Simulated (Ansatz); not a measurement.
# BP (F-43m) in Ansatz: further runs, part 2 of 2

Ansatz 0.2.0. Earlier steps stand in the parts before.

### Step 3. Single point, r2SCAN-EpsX, 10.98 Å³/atom (volume scaled by 0.94)

Contents of input.yaml:

```yaml
crystal:
  lattice:
    - [0.0, 2.2226808807, 2.2226808807]
    - [2.2226808807, 0.0, 2.2226808807]
    - [2.2226808807, 2.2226808807, 0.0]
  atoms:
    - { symbol: P, position: [0.75, 0.75, 0.75] }
    - { symbol: B, position: [0.0, 0.0, 0.0] }
hamiltonian:
  xc:
    exchange: r2scan
    correlation: r2scan
    exx: { coeff: inverse_dielectric }
  pseudopotentials: { kind: paw }
kpoints:
  mp_grid: { grid: [5, 5, 5] }
scf:
  occupations: { method: fermi_dirac, width: 0.05 }
output:
  forces: true
  stress: true
  eigenvalues: true
```

Potentials or basis: Ansatz PAW.

Started as:

```bash
> ansatz run input.yaml --threads 2 --pin off --max-ram 5632MiB --backend cpu --events-out ev --progress --plain --runs-dir out
```

The program printed:

```text
Warning: output.stress: scf.convergence.dr2_threshold = 1e-7 eV (the SCF's general default) is looser than the 2e-10 eV advised for a printed stress (1e-10 eV for each atom of the cell: 2). What an SCF threshold leaves in a stress goes as its square root, and in the free energy as the threshold itself, and one threshold admits the most on a small cell: of the crystals measured, under no hybrid functional and no lock of the moments, on runs that ended without the residual-converged pass, on stresses that held no estimate of that error, the worst erred by over 100 MPa in a component at 1e-7 eV an atom and by under 5 at 1e-10. Set scf.convergence.dr2_threshold to 2e-10 eV or tighter. The threshold is an SCF's pass mark: one that does not reach it within its budget of iterations ends unconverged, or closes short of it on a stop that the run arms, and scf.convergence.dr2_threshold's page says what that costs each kind of run
Warning: output.stress: scf.exx.energy_threshold = 1e-6 eV is looser than the 2e-8 eV advised for a stress under a hybrid functional (1e-8 eV for each atom of the cell: 2). Every SCF of the exchange loop can meet its threshold on dr2 while the loop round them stops early: no threshold on dr2 bounds what that leaves in the stress. Set scf.exx.energy_threshold to 2e-8 eV or tighter. The threshold is the loop's pass mark: a loop that does not reach it within its budget of cycles ends unconverged, and scf.exx.energy_threshold's page has the law
Warning: RAYON_NUM_THREADS=2 ignored (pool sized by the plan → 2); use --threads N
the fraction of exact exchange is that of a crystal of P1B1
Engine: ansatz 0.2.0, x86_64-unknown-linux-gnu
Pseudopotentials: kind: paw
Pseudopotential: P, paw, valence charge 5, recommended cutoff 500 eV (meta_gga), P.paw.azcp
Pseudopotential: B, paw, valence charge 3, recommended cutoff 500 eV (meta_gga), B.paw.azcp
Functional definition: unnamed
  parameter a_1 = 0.25
  exchange = (1 - a_1)*r2scan_x + a_1*exact_x
  correlation = r2scan_c
  a weight of exact exchange comes from the crystal, and the text's number only plans the run
Solving k-mesh 4×4×4 for the fraction of exact exchange
ε∞ on k-mesh 4×4×4 of a primitive cell, without crystal.supercell, crystal.defects and total_charge: xx 8.7186, yy 8.7186, zz 8.7186; 3/Tr ε∞, of that cell with its empty space = 0.11469704250009201; solved inside the basis of its states, on 6×6×6 points, each entry to 0.0362, at a least direct gap of 3.688 eV
Crystal: 2 atoms, lattice volume = 21.961 Å³
Basis set: ecut = 500 eV, 537 PW (Γ), exchange–correlation on 96×96×96 points (64 copies of the dense FFT grid, shifted against one another)
Bands: 8, of which v1, the nominal top of the filled ones, is band 4 counted from 1 (3 counted from 0)
Symmetry: 24 space group operations
Space group: F-43m (ITA 216), of the structure as read, at distance tolerance 2.8e-5 Å
k-points: 10 of 125 (time reversal used)
Non-local potential: P, projectors of the file, l = 0: 2, l = 1: 2, l = 2: 2
Non-local potential: B, projectors of the file, l = 0: 2, l = 1: 2, l = 2: 1
PAW form: soft (Blöchl's): semilocal exchange-correlation on the pseudo side does not see the compensation charge
PAW frozen core: P, regenerated for the run's functional, and the local potential with it (the file was generated under x = pbe(κ = 0.804, μ = 0.2195149727645171), c = pbe(β = 0.06672455060314922))
PAW frozen core: B, regenerated for the run's functional, and the local potential with it (the file was generated under x = pbe(κ = 0.804, μ = 0.2195149727645171), c = pbe(β = 0.06672455060314922))
PAW one-centre angular grid: P, 302 points (default); XC on 160 Gauss nodes
PAW one-centre angular grid: B, 302 points (default); XC on 160 Gauss nodes
Initial density: superposition of atomic densities (neutral atoms: chi_scale 0, normalization atom), corrected by the library's trained network
Initial wavefunctions: pseudopotential atomic-orbital guess
Functional: x = r2scan, c = r2scan; τ floored in thin density (d = 2e-4 eV/Å³), warm-up for x = 0.885302957499908 r2scan + 0.11469704250009201 exact, c = r2scan; τ floored in thin density (d = 2e-4 eV/Å³)
SCF iter   1: F=—  HF=-916.541366 eV  |F-HF|=—  |Δ(HF+E_count)|=         —  Δρ=4.67e-3  dr2=2.20e-3  dr2_τ=1.61e-1  ethr=1.77e-3  ⟨swp⟩=6.9  Hψ=391  notcnv=0
preconditioner: auto → none  [insulator: Δε(μ)=1.281 eV  Ē_g=14.131 eV  σ=0.050 eV  W_gap=1.00  n_scr=0 (ndim 8)  ℏωp=22.4 eV  f_vac=0.000  D(μ)=0.00/eV (n_scr^D=0)]
SCF iter   2: F=—  HF=-916.582459 eV  |F-HF|=—  |Δ(HF+E_count)|=   4.11e-2  Δρ=3.15e-3  dr2=9.53e-4  dr2_τ=3.21e-5  ethr=2.75e-5  ⟨swp⟩=3.6  Hψ=217  notcnv=0  defer=2
SCF iter   3: F=—  HF=-916.582671 eV  |F-HF|=—  |Δ(HF+E_count)|=   2.12e-4  Δρ=1.04e-3  dr2=2.19e-4  dr2_τ=1.91e-5  ethr=1.19e-5  ⟨swp⟩=2.1  Hψ=132  notcnv=0
iter 4 solved again at ethr=2.04e-7 eV; its pass at ethr=2.74e-6 eV (dr2=1.63e-5 eV) is discarded
SCF iter   4: F=-916.582626 eV  HF=-916.582625 eV  |F-HF|=9.39e-7  |Δ(HF+E_count)|=   4.54e-5  Δρ=3.70e-4  dr2=1.59e-5  dr2_τ=8.66e-7  ethr=2.04e-7  ⟨swp⟩=2.0  Hψ=243  notcnv=0
SCF 1 stopped early in 4 iterations: F = -916.582626 eV  dr2 = 1.59e-5
Initial density: handed on by an earlier stage of this run
Initial wavefunctions: those handed on with the density
Functional: x = 0.885302957499908 r2scan + 0.11469704250009201 exact, c = r2scan; τ floored in thin density (d = 2e-4 eV/Å³)
Frozen-core exchange: fock
SCF iter   1: F=—  HF=-916.500390 eV  |F-HF|=—  |Δ(HF+E_count)|=         —  Δρ=6.56e-4  dr2=5.66e-5  dr2_τ=1.07e-5  ethr=1.99e-6  ⟨swp⟩=6.1  Hψ=358  notcnv=0
preconditioner: auto → none  [insulator: Δε(μ)=1.932 eV  Ē_g=15.173 eV  σ=0.050 eV  W_gap=1.00  n_scr=0 (ndim 8)  ℏωp=22.4 eV  f_vac=0.000  D(μ)=0.00/eV (n_scr^D=0)]
SCF iter   2: F=—  HF=-916.500381 eV  |F-HF|=—  |Δ(HF+E_count)|=   9.27e-6  Δρ=2.50e-4  dr2=1.53e-5  dr2_τ=6.53e-7  ethr=6.43e-7  ⟨swp⟩=2.0  Hψ=120  notcnv=0
SCF iter   3: F=—  HF=-916.500559 eV  |F-HF|=—  |Δ(HF+E_count)|=   1.78e-4  Δρ=1.22e-4  dr2=1.43e-6  dr2_τ=2.82e-8  ethr=7.76e-8  ⟨swp⟩=3.3  Hψ=164  notcnv=0
SCF iter   4: F=-916.500559 eV  HF=-916.500559 eV  |F-HF|=2.65e-8  |Δ(HF+E_count)|=   1.39e-7  Δρ=2.67e-5  dr2=1.26e-7  dr2_τ=6.30e-9  ethr=1.72e-8  ⟨swp⟩=2.2  Hψ=126  notcnv=0  defer=2
SCF 2 stopped early in 4 iterations: F = -916.500559 eV  dr2 = 1.26e-7
hybrid outer 1: dexx = +1.616e-4 eV, tail = 3.09e-7 eV
Frozen-core exchange: fock
SCF iter   1: F=—  HF=-916.500560 eV  |F-HF|=—  |Δ(HF+E_count)|=         —  Δρ=1.19e-5  dr2=1.63e-8  dr2_τ=4.72e-10  ethr=1.93e-8  ⟨swp⟩=5.8  Hψ=260  notcnv=0
preconditioner: auto → none  [insulator: Δε(μ)=1.943 eV  Ē_g=15.175 eV  σ=0.050 eV  W_gap=1.00  n_scr=0 (ndim 8)  ℏωp=22.4 eV  f_vac=0.000  D(μ)=0.00/eV (n_scr^D=0)]
SCF iter   2: F=-916.500560 eV  HF=-916.500560 eV  |F-HF|=8.20e-11  |Δ(HF+E_count)|=   1.47e-9  Δρ=2.38e-6  dr2=1.04e-9  dr2_τ=4.94e-11  ethr=1.93e-10  ⟨swp⟩=3.0  Hψ=143  notcnv=0
SCF 3 converged in 2 iterations: F = -916.500560 eV  dr2 = 1.04e-9
  Residual-converged pass: ⟨swp⟩=3.0  Hψ=142  notcnv=0  max |occ|·‖R‖ = 2.2e-6 eV (tolerance 2.4e-6 eV)  dr2=1.08e-9  dr2_τ=5.11e-11  dr2_onsite=7.47e-11  max |Δocc| = 1.2e-18
hybrid outer 2: dexx = +6.318e-9 eV, tail = 2.33e-9 eV, Δε = 2.51e-4 eV (about 3.01e-5 eV left of the loop's levels)
hybrid SCF converged: 2 outer / 6 inner (+4 warm-up), last move |dexx| = 6.32e-9 eV, tail = 2.33e-9 eV
Stability not checked: this state was not tested for a lower state beside it, because the functional holds exact exchange (a hybrid, or Hartree-Fock), whose exchange loop this test does not read (fock_operator; see scf.lower_state_search)
Free energy (F): -916.500560 eV
Frozen-core exchange: fock
Harris-Foulkes:  -916.500560 eV  (|F-HF|=8.20e-11)
Internal energy: -916.500560 eV  (E = F + TS)
E sigma→0 (E₀):  -916.500560 eV
Fermi energy:    10.740711 eV
--- Per-component energies (eV) ---
  E_band       = 19.232889
  E_kinetic    = 124.909562
  E_local      = -62.531691  (includes V_loc(G=0)·N_el)
  E_nonlocal   = 44.394399
  E_hartree    = 16.402531
  E_xc         = -82.866758
  E_vxc        = -97.845737  (∫ρ·V_xc dr)
  E_exx        = -7.931582  (= α·E_x^exact, valence–valence)
  E_paw        = -657.303912  (= ΣΔE_a)
  E_vpaw       = -10.734478  (= ΣTr[D̂ρ^β])
  E_aug_tail   = -0.000001  (compensation charges beyond the density's cutoff)
  E_vtau       = 4.098898  (kinetic-family band-sum trace: ∫τ·v_τ [+ j·A + Jᵃ·Aᵃ] dr)
  E_ewald      = -291.440962
  E_core_change = -0.132147  (= ΣΔE_core)
  E_smearing   = -0.000000  (= −TS)
  E_closure    = 0.000000  (closes the sum)
  Σ components = -916.500560   (vs F -916.500560, Δ=0.00e0)
--- Forces (eV/Å), atoms counted from 1 ---
  atom   1  P      0.00000000     0.00000000     0.00000000
  atom   2  B     -0.00000000     0.00000000    -0.00000000
  max |Σ_I F_I| component: 2.96e-16 eV/Å
--- Stress (GPa, compression-positive) ---
       11.063873       0.000000      -0.000000
        0.000000      11.063873       0.000000
        0.000000       0.000000      11.063873
  P = ⅓ Tr σ = 11.0639 GPa (110.639 kbar)
--- Band table (eV; the first three rows and the last of 10) ---
  k-point 0: bands = ["-7.7395", "9.7867", "9.7867", "9.7867", "14.1775", "14.1775", "14.1775", "19.5905"]
  k-point 1: bands = ["-6.9238", "5.6447", "8.8051", "8.8051", "15.1092", "15.4616", "15.4616", "21.1322"]
  k-point 2: bands = ["-4.6924", "0.5861", "7.8773", "7.8773", "15.0232", "15.6369", "15.6369", "21.7609"]
  k-point 9: bands = ["-2.7934", "1.2391", "3.2602", "4.8087", "15.4691", "16.6817", "18.1223", "22.4134"]
```

It took 11 s on 2 threads of AMD EPYC 7B13 (Zen 3), shared host; peak memory 0.67 GiB.

What came out:

```
Free energy             : -916.5006 eV
Pressure                : 11.1 GPa
Band gap on the k mesh  : 1.94 eV, indirect (least direct gap 4.39 eV)
Share of exact exchange : 0.115
```

Caveat: the k mesh is coarse (spacing up to 0.49 Å⁻¹), so the values aren't converged, least of all with exact exchange; odd divisions of the mesh miss points on the zone boundary, where band edges often lie, so the gap on the mesh can be too wide; the PAW data sets come from PBE, with cores solved anew for the run's functional, which leaves a small shift of forces and pressure; the thresholds are loose for stress.

### Step 4. Single point, r2SCAN-EpsX, 11.21 Å³/atom (volume scaled by 0.96)

Changes to input.yaml since step 3:

```diff
@@ -2,5 +2,5 @@
   lattice:
-    - [0.0, 2.2226808807, 2.2226808807]
-    - [2.2226808807, 0.0, 2.2226808807]
-    - [2.2226808807, 2.2226808807, 0.0]
+    - [0.0, 2.2383340787, 2.2383340787]
+    - [2.2383340787, 0.0, 2.2383340787]
+    - [2.2383340787, 2.2383340787, 0.0]
   atoms:
```

Started as:

```bash
> ansatz run input.yaml --threads 2 --pin off --max-ram 5632MiB --backend cpu --events-out ev --progress --plain --runs-dir out
```

It took 12 s on 2 threads of AMD EPYC 7B13 (Zen 3), shared host; peak memory 0.67 GiB.

The run converged. Its results:

| Item | Value |
| --- | --- |
| Free energy | -916.5265 eV |
| Pressure | 6.7 GPa |
| Band gap on the k mesh | 1.97 eV, indirect (least direct gap 4.35 eV) |
| Share of exact exchange | 0.115 |

Caveat: the k mesh is coarse (spacing up to 0.49 Å⁻¹), so the values aren't converged, least of all with exact exchange; odd divisions of the mesh miss points on the zone boundary, where band edges often lie, so the gap on the mesh can be too wide; the PAW data sets come from PBE, with cores solved anew for the run's functional, which leaves a small shift of forces and pressure; the thresholds are loose for stress.

### Step 5. Single point, r2SCAN-EpsX, 11.45 Å³/atom (volume scaled by 0.98)

Changes to input.yaml since step 4:

```diff
@@ -2,5 +2,5 @@
   lattice:
-    - [0.0, 2.2383340787, 2.2383340787]
-    - [2.2383340787, 0.0, 2.2383340787]
-    - [2.2383340787, 2.2383340787, 0.0]
+    - [0.0, 2.2537713532, 2.2537713532]
+    - [2.2537713532, 0.0, 2.2537713532]
+    - [2.2537713532, 2.2537713532, 0.0]
   atoms:
@@ -22 +22,5 @@
   eigenvalues: true
+  write_density: true
+  write_potential: true
+  elf: true
+  volumetric_format: npy
```

Started as:

```bash
> ansatz run input.yaml --threads 2 --pin off --max-ram 5632MiB --backend cpu --events-out ev --progress --plain --runs-dir out
```

Run time: 12 s. Hardware: 2 threads of AMD EPYC 7B13 (Zen 3), shared host; peak memory 0.72 GiB.

The run converged. Its results:

| Item | Value |
| --- | --- |
| Free energy | -916.5404 eV |
| Pressure | 2.8 GPa |
| Band gap on the k mesh | 2.00 eV, indirect (least direct gap 4.32 eV) |
| Share of exact exchange | 0.115 |

Caveat: the k mesh is coarse (spacing up to 0.48 Å⁻¹), so the values aren't converged, least of all with exact exchange; odd divisions of the mesh miss points on the zone boundary, where band edges often lie, so the gap on the mesh can be too wide; the PAW data sets come from PBE, with cores solved anew for the run's functional, which leaves a small shift of forces and pressure; the thresholds are loose for stress.

### Step 6. Single point, r2SCAN-EpsX, 11.68 Å³/atom

Changes to input.yaml since step 5:

```diff
@@ -2,5 +2,5 @@
   lattice:
-    - [0.0, 2.2537713532, 2.2537713532]
-    - [2.2537713532, 0.0, 2.2537713532]
-    - [2.2537713532, 2.2537713532, 0.0]
+    - [0.0, 2.269, 2.269]
+    - [2.269, 0.0, 2.269]
+    - [2.269, 2.269, 0.0]
   atoms:
@@ -22,5 +22 @@
   eigenvalues: true
-  write_density: true
-  write_potential: true
-  elf: true
-  volumetric_format: npy
```

Potentials or basis: Ansatz PAW.

Started as:

```bash
> ansatz run input.yaml --threads 2 --pin off --max-ram 5632MiB --backend cpu --events-out ev --progress --plain --runs-dir out
```

It took 13 s on 2 threads of AMD EPYC 7B13 (Zen 3), shared host; peak memory 0.72 GiB.

Results (log left out):

```
Free energy             : -916.5434 eV
Pressure                : -0.8 GPa
Band gap on the k mesh  : 2.02 eV, indirect (least direct gap 4.28 eV)
Share of exact exchange : 0.114
```

Caveat: the k mesh is coarse (spacing up to 0.48 Å⁻¹), so the values aren't converged, least of all with exact exchange; odd divisions of the mesh miss points on the zone boundary, where band edges often lie, so the gap on the mesh can be too wide; the PAW data sets come from PBE, with cores solved anew for the run's functional, which leaves a small shift of forces and pressure; the thresholds are loose for stress.

### Step 7. Single point, r2SCAN-EpsX, 11.92 Å³/atom (volume scaled by 1.02)

Changes to input.yaml since step 6:

```diff
@@ -2,5 +2,5 @@
   lattice:
-    - [0.0, 2.269, 2.269]
-    - [2.269, 0.0, 2.269]
-    - [2.269, 2.269, 0.0]
+    - [0.0, 2.284026928, 2.284026928]
+    - [2.284026928, 0.0, 2.284026928]
+    - [2.284026928, 2.284026928, 0.0]
   atoms:
```

Started as:

```bash
> ansatz run input.yaml --threads 2 --pin off --max-ram 5632MiB --backend cpu --events-out ev --progress --plain --runs-dir out
```

Wall time 13 s (2 threads of AMD EPYC 7B13 (Zen 3), shared host); peak memory 0.69 GiB.

The run converged. Its results:

```
Free energy             : -916.5364 eV
Pressure                : -4.0 GPa
Band gap on the k mesh  : 2.05 eV, indirect (least direct gap 4.25 eV)
Share of exact exchange : 0.114
```

Caveat: the k mesh is coarse (spacing up to 0.48 Å⁻¹), so the values aren't converged, least of all with exact exchange; odd divisions of the mesh miss points on the zone boundary, where band edges often lie, so the gap on the mesh can be too wide; the PAW data sets come from PBE, with cores solved anew for the run's functional, which leaves a small shift of forces and pressure; the thresholds are loose for stress.

### Step 8. Single point, r2SCAN-EpsX, 12.15 Å³/atom (volume scaled by 1.04)

Changes to input.yaml since step 7:

```diff
@@ -2,5 +2,5 @@
   lattice:
-    - [0.0, 2.284026928, 2.284026928]
-    - [2.284026928, 0.0, 2.284026928]
-    - [2.284026928, 2.284026928, 0.0]
+    - [0.0, 2.2988586873, 2.2988586873]
+    - [2.2988586873, 0.0, 2.2988586873]
+    - [2.2988586873, 2.2988586873, 0.0]
   atoms:
@@ -22 +22,5 @@
   eigenvalues: true
+  write_density: true
+  write_potential: true
+  elf: true
+  volumetric_format: npy
```

Started as:

```bash
> ansatz run input.yaml --threads 2 --pin off --max-ram 5632MiB --backend cpu --events-out ev --progress --plain --runs-dir out
```

It took 13 s on 2 threads of AMD EPYC 7B13 (Zen 3), shared host; peak memory 0.72 GiB.

It converged, with:

```
Free energy             : -916.5205 eV
Pressure                : -7.0 GPa
Band gap on the k mesh  : 2.07 eV, indirect (least direct gap 4.22 eV)
Share of exact exchange : 0.114
```

Caveat: the k mesh is coarse (spacing up to 0.47 Å⁻¹), so the values aren't converged, least of all with exact exchange; odd divisions of the mesh miss points on the zone boundary, where band edges often lie, so the gap on the mesh can be too wide; the PAW data sets come from PBE, with cores solved anew for the run's functional, which leaves a small shift of forces and pressure; the thresholds are loose for stress.

### Step 9. Single point, r2SCAN-EpsX, 12.38 Å³/atom (volume scaled by 1.06)

Changes to input.yaml since step 8:

```diff
@@ -2,5 +2,5 @@
   lattice:
-    - [0.0, 2.2988586873, 2.2988586873]
-    - [2.2988586873, 0.0, 2.2988586873]
-    - [2.2988586873, 2.2988586873, 0.0]
+    - [0.0, 2.3135014941, 2.3135014941]
+    - [2.3135014941, 0.0, 2.3135014941]
+    - [2.3135014941, 2.3135014941, 0.0]
   atoms:
```

Potentials or basis: Ansatz PAW.

Started as:

```bash
> ansatz run input.yaml --threads 2 --pin off --max-ram 5632MiB --backend cpu --events-out ev --progress --plain --runs-dir out
```

Wall time 13 s (2 threads of AMD EPYC 7B13 (Zen 3), shared host); peak memory 0.72 GiB.

It converged, with:

```
Free energy             : -916.4964 eV
Pressure                : -9.7 GPa
Band gap on the k mesh  : 2.09 eV, indirect (least direct gap 4.20 eV)
Share of exact exchange : 0.114
```

Caveat: the k mesh is coarse (spacing up to 0.47 Å⁻¹), so the values aren't converged, least of all with exact exchange; odd divisions of the mesh miss points on the zone boundary, where band edges often lie, so the gap on the mesh can be too wide; the PAW data sets come from PBE, with cores solved anew for the run's functional, which leaves a small shift of forces and pressure; the thresholds are loose for stress.

### Step 10. Equation of state, r2SCAN-EpsX

This step only gathers the single runs of the series.

What came out:

```
Equilibrium volume                      : 11.63 Å³/atom
Bulk modulus                            : 173 GPa
Pressure derivative of the bulk modulus : 3.8
```

Energy against volume, from the lowest point:
```tsv
volume (Å³/atom)	energy (meV/atom)
10.981	21.41
11.214	8.45
11.448	1.50
11.682	0.00
11.915	3.47
12.149	11.44
12.383	23.51
```

Caveat: the k mesh is coarse (spacing up to 0.48 Å⁻¹), so the values aren't converged, least of all with exact exchange; the PAW data sets were made with another functional, which shifts forces and pressure a little.
